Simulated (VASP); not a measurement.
Input of a VASP 6.6.1 run:

INCAR

```
PREC = Accurate
ENCUT = 520
EDIFF = 1E-7
ISMEAR = 0
SIGMA = 0.1
LREAL = F
LASPH = T
NELM = 120
ALGO = Normal
ISIF = 3
LWAVE = F
LCHARG = F
GGA = PE
IBRION = 2
NSW = 60
EDIFFG = -0.005
POTIM = 0.3
```

Contents of KPOINTS:

```
Automatic mesh
0
Gamma
  8 8 8
```

The input POSCAR:

```
InAs                                    
1.0
    0.0000000000      3.0942072266      3.0942072266
    3.0942072266     -0.0000000000      3.0942072266
    3.0942072266      3.0942072266      0.0000000000
  In              As            
     1     1
Direct
     0.0000000000000000    0.0000000000000000    0.0000000000000000
     0.7500000000000000    0.7500000000000000    0.7500000000000000
```

Potentials or basis: VASP PAW PBE potentials, release 64 (In_d, As).

Command:

```bash
$ cat potpaw_PBE.64/In_d/POTCAR potpaw_PBE.64/As/POTCAR > POTCAR
$ mpirun -np 1 vasp_std > vasp.out
```

Problem. What does it give for the band gap on the k mesh?

Solution. None (metal or under the smearing width).

Final structure:
```
CELL_PARAMETERS angstrom
0.00000 3.09421 3.09421
3.09421 0.00000 3.09421
3.09421 3.09421 0.00000
ATOMIC_POSITIONS crystal
In 0.00000 0.00000 0.00000
As 0.75000 0.75000 0.75000
```

Caveat: the relaxation stopped at its first step, so nothing moved; this crystal is a semiconductor, whose small gap the functional closes, so the metal is an error of the method.
